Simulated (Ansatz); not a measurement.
Here is an Ansatz 0.2.0 calculation.

input.yaml

```yaml
crystal:
  lattice:
    - [2.9217699809, 0.0, 0.0]
    - [-1.4608849905, 2.5303270275, 0.0]
    - [0.0, 0.0, 5.916515]
  atoms:
    - { symbol: Ta, position: [0.0, 0.0, 0.5] }
    - { symbol: Ta, position: [0.0, 0.0, 0.0] }
    - { symbol: "N", position: [0.3333333333, 0.6666666667, 0.25] }
    - { symbol: "N", position: [0.6666666667, 0.3333333333, 0.75] }
hamiltonian:
  xc: pbe
  pseudopotentials: { kind: paw }
kpoints:
  mp_grid: { grid: [10, 10, 5] }
scf:
  occupations: { method: fermi_dirac, width: 0.05 }
output:
  forces: true
  stress: true
  eigenvalues: true
relax:
  f_tol: 0.01
  max_steps: 40
  cell: { stress_tol: 0.05 }
```

Potentials or basis: Ansatz PAW.

Command:

```sh
$ ansatz run input.yaml --threads 2 --pin off --max-ram 5632MiB --backend cpu --events-out ev --progress --plain --runs-dir out
```

Task: Estimate the relaxed cell.

Result: a = 2.918 Å, b = 2.918 Å, c = 5.912 Å, α = 90.00°, β = 90.00°, γ = 120.00°.

Task: Estimate the space group after relaxing (to 0.05 Å).

Result: P6_3/mmc (No. 194).

Task: Estimate the relaxed volume.

Result: 10.90 Å³/atom.

Task: Estimate the band gap on the k mesh.

Result: None (metal or under the smearing width).

Final structure:
```
CELL_PARAMETERS angstrom
2.91822 0.00000 0.00000
-1.45911 2.52726 0.00000
0.00000 0.00000 5.91165
ATOMIC_POSITIONS crystal
Ta 0.00000 0.00000 0.50000
Ta 0.00000 0.00000 0.00000
N 0.33333 0.66667 0.25000
N 0.66667 0.33333 0.75000
```

Caveat: the pressure holds a Pulay correction of +0.4 GPa for the finite cutoff. Spin-orbit coupling is left out, which matters for the levels of Ta.
